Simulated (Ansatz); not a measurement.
ZrO₂:
```
CELL_PARAMETERS angstrom
      3.60107     0.00000     0.00000
      0.00000     3.60107     0.00000
      0.00000     0.00000     5.22998
ATOMIC_POSITIONS crystal
  Zr 0.00000 0.00000 0.00000
  Zr 0.50000 0.50000 0.50000
  O  0.00000 0.50000 0.30363
  O  0.00000 0.50000 0.80363
  O  0.50000 0.00000 0.19637
  O  0.50000 0.00000 0.69637
```

This is the r²SCAN-relaxed structure.

Question: All from r²SCAN (plane waves, PAW; program Ansatz), unless another level is named. Estimate the band gap.

Answer: 4.60 eV (indirect).

Question: What about the electron effective mass?

Answer: 0.63, 0.63, 2.2 mₑ (principal values).

Space group P4_2/nmc. This is a known high-temperature phase of the composition, computed here at zero pressure and temperature. The cell was relaxed with r²SCAN under the symmetry of its start; its stability against distortions is not shown here. The run is not spin-polarised. Scalar-relativistic: spin–orbit coupling is off unless named, which matters more the heavier the elements.

Potentials: the earlier of the program's two PAW sets.
